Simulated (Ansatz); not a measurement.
The system is Pd.

```
CELL_PARAMETERS angstrom
0.00000 2.03933 2.03933
2.03933 0.00000 2.03933
2.03933 2.03933 0.00000
ATOMIC_POSITIONS crystal
Pd 0.00000 0.00000 0.00000
```

The cell isn't the ideal one: volume scaled by 1.15.

```yaml
Program: Ansatz 0.2.0
Task: relaxation of cell and atoms
Functional: SVWN5
Potentials_or_basis: all-electron LAPW, scalar-relativistic
Basis_error_allowed: 0.002 eV/atom
k_mesh: 12 × 12 × 12
Occupations: fermi-dirac, width 0.05 eV
Spin: no spin polarisation
```

At the start: volume 16.96 Å³/atom.

How do energy, volume and symmetry change on relaxing?

Over 5 steps the energy falls by 274.3 meV/atom and the volume is 14.12 Å³/atom (-16.7 %); space group Fm-3m (No. 225, to 0.05 Å).

The path:
```
step  energy change (eV)  largest force (eV/Å)  volume (Å³)
   1              0.0000                0.0000        16.96
   2             -0.2635                0.0000        14.60
   3             -0.2709                0.0000        13.87
   4             -0.2743                0.0000        14.12
   5             -0.2743                0.0000        14.12
```

Final structure:
```xyz
1
Lattice="0.0000 1.9185 1.9185 1.9185 0.0000 1.9185 1.9185 1.9185 0.0000" Properties=species:S:1:pos:R:3 pbc="T T T"
Pd    0.0000    0.0000    0.0000
```
